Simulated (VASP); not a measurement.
Set up this calculation in VASP 6.6.1, as the native input.

- Task: single point
- Functional: PBE
- Potentials or basis: VASP PAW PBE potentials, release 64 (Si)
- Cutoff: 520 eV
- k mesh: 8 × 8 × 8
- Occupations: fermi-dirac, width 0.05 eV
- Spin: no spin polarisation
- Further INCAR settings: ALGO = Normal; EDIFF = 1e-07; NBANDS = 16

The structure of Si lies in POSCAR:

```
Si
1.0
   -3.3254442900      3.3254442900      1.9223856600
    3.3254442900     -3.3254442900      1.9223856600
    3.3254442900      3.3254442900     -1.9223856600
Si
4
Direct
    0.8211989400      0.1788010600      0.0000000000
    0.1788010600      0.8211989400      0.0000000000
    0.8211989400      0.8211989400      0.6423978800
    0.1788010600      0.1788010600      0.3576021200
```

This isn't the form of Si at room conditions, which is diamond.

One way to write it, as run:

INCAR

```
PREC = Accurate
ENCUT = 520
EDIFF = 1E-7
ISMEAR = -1
SIGMA = 0.05
LREAL = False
LASPH = True
NELM = 60
ALGO = Normal
ISIF = 2
LWAVE = False
LCHARG = False
GGA = PE
NBANDS = 16
```

KPOINTS

```
Automatic mesh
0
Gamma
  8 8 8
```

Potentials or basis: VASP PAW PBE potentials, release 64 (Si).

Run with:

```bash
$ cat potpaw_PBE.64/Si/POTCAR > POTCAR
$ mpirun -np 1 vasp_std > vasp.out
```

It gave:

| Quantity | Value |
| --- | --- |
| Pressure | 1.3 GPa |
| Largest force | 0.008 eV/Å |
| Band gap on the k mesh | 0.26 eV, indirect (least direct gap 0.39 eV) |

Run time: 41 s on 1 thread of Intel(R) Xeon(R) 6975P-C (Granite Rapids), with other jobs on the host, peak memory 0.24 GiB.
